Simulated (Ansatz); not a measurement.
Results of r²SCAN (PAW; Ansatz, an electronic-structure program) for skutterudite CoSb3.

Numerical settings: plane-wave cutoff 560 eV, 6×6×6 k mesh, Fermi–Dirac smearing 0.01 eV, no spin polarisation, scalar-relativistic PAW data made under PBE.

Response to compression and expansion:

Shape and atoms are relaxed at each volume.

| V (Å³/atom) | P (GPa) | direct gap at Γ (eV) |
|---|---|---|
| 22.280 | 4.14 | 0.571 |
| 22.744 | 1.95 | 0.499 |
| 23.208 | 0.00 | 0.433 |
| 23.673 | -1.74 | 0.369 |
| 24.137 | -3.28 | 0.309 |

A straight line through the gaps at Γ against ln V gives a volume deformation potential dE_g(Γ)/d ln V of -3.3 eV: the gap at Γ widens under compression.

Measured, for comparison: band gap 0.63 eV (temperature not stated, not corrected to a static lattice; as tabulated in Kim et al. (2020), doi:10.1038/s41597-020-00723-8).

Note: the bulk modulus comes from volumes at which shape and atoms were relaxed.

Spin–orbit coupling is not included; with these elements it can move the gap by several tenths of an eV or more.
